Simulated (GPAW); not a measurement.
The system is Mg.

```
CELL_PARAMETERS angstrom
0.00000 3.48350 3.48350
3.48350 0.00000 3.48350
3.48350 3.48350 0.00000
ATOMIC_POSITIONS crystal
Mg 0.00000 0.00000 0.00000
Mg 0.25000 0.25000 0.25000
Mg 0.75000 0.75000 0.75000
```

The cell was built by a generator and needn't be a form met in nature.

| Quantity | Value |
| --- | --- |
| Program | GPAW 26.7.0 |
| Task | relaxation of cell and atoms |
| Functional | LDA |
| Potentials or basis | the program's PAW data sets (release 1.2.1) made for this functional |
| Cutoff | 800 eV |
| Basis | pw |
| k mesh | 7 × 7 × 7 |
| Occupations | fermi-dirac, width 0.05 eV |
| Spin | no spin polarisation |

At the start: pressure -1.5 GPa; volume 28.18 Å³/atom.

Q: How do energy, volume and symmetry change on relaxing?

A: Over 4 steps the energy falls by 8.8 meV/atom and the volume is 26.46 Å³/atom (-6.1 %); space group Fm-3m (No. 225, to 0.05 Å).

Step by step:
| step | energy change (eV) | largest force (eV/Å) | pressure (GPa) | volume (Å³) |
| --- | --- | --- | --- | --- |
| 1 | 0.0000 | 0.0000 | -1.52 | 84.54 |
| 2 | -0.0030 | 0.0000 | -1.44 | 84.22 |
| 3 | -0.0263 | 0.0000 | 0.13 | 78.97 |
| 4 | -0.0264 | 0.0000 | -0.01 | 79.37 |

Final structure:
```cif
data_structure
_symmetry_space_group_name_H-M 'P 1'
_symmetry_Int_Tables_number 1
_cell_length_a 4.8238
_cell_length_b 4.8238
_cell_length_c 4.8238
_cell_angle_alpha 60.000
_cell_angle_beta 60.000
_cell_angle_gamma 60.000
_cell_volume 79.37
loop_
_atom_site_label
_atom_site_type_symbol
_atom_site_fract_x
_atom_site_fract_y
_atom_site_fract_z
_atom_site_occupancy
Mg1 Mg 0.00000 0.00000 0.00000 1
Mg2 Mg 0.25000 0.25000 0.25000 1
Mg3 Mg 0.75000 0.75000 0.75000 1
```

Caveat: later steps reuse the first step's grids.
